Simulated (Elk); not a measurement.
The cell comes from COD entry 9006671, which wasn't checked; take it as a given geometry.

A run on CdO: DFT, PBE, all-electron APW+lo, Dirac cores, scalar-relativistic bands (Elk 11.2.3 with local patches). The input:

```
tasks
  0
  110
  115

xctype
  20

rgkmax
  8.0

gmaxvr
  16.0

lmaxapw
  10

lmaxo
  7

lmaxi
  1

nrmtscf
  2.0

nempty
  8

epspot
  1e-06

epsengy
  1e-05

maxscl
  120

hmaxvr
  6.0

lradstp
  4

swidth
  0.001

tforce
  .true.

sppath
  './'

avec
  0.00000000000 4.43736039954 4.43736039954
  4.43736039954 0.00000000000 4.43736039954
  4.43736039954 4.43736039954 0.00000000000

atoms
  2
  'Cd.in'
  1
  0.000000000000 0.000000000000 0.000000000000   0.000 0.000 0.000
  'O.in'
  1
  0.500000000000 0.500000000000 0.500000000000   0.000 0.000 0.000

ngridk
  10 10 10
```

Sphere radii set in the species files: Cd 2.41, O 1.67 bohr.

Total energy and RMS change of the potential by loop (first and last loops):

```
loop        E (Ha)  RMS ΔV (Ha)
   1  -5671.662019            –
   2  -5671.811328     1.10e+00
   3  -5675.460751     1.08e+00
   4  -5673.589477     4.90e-01
   5  -5672.105312     1.66e-01
  11  -5671.283153     1.74e-04
  12  -5671.280858     7.59e-06
  13  -5671.280713     2.43e-06
  14  -5671.280694     9.13e-07
  15  -5671.280674     3.22e-07
  16  -5671.280662     2.33e-08
  17  -5671.280661     9.57e-09
  18  -5671.280661            –
```

Messages:

```
Error(writeefg): lmaxi too small for calculating the EFG : 1
 Run the ground-state calculation again with lmaxi >= 2
```

Did this run give a result to trust?

In part. The ground state converged and stands; the field-gradient step (task 115) then stopped, since the gradient needs l = 2 in the inner part of the spheres and lmaxi = 1 leaves it out. lmaxi of 2 or more cures it.
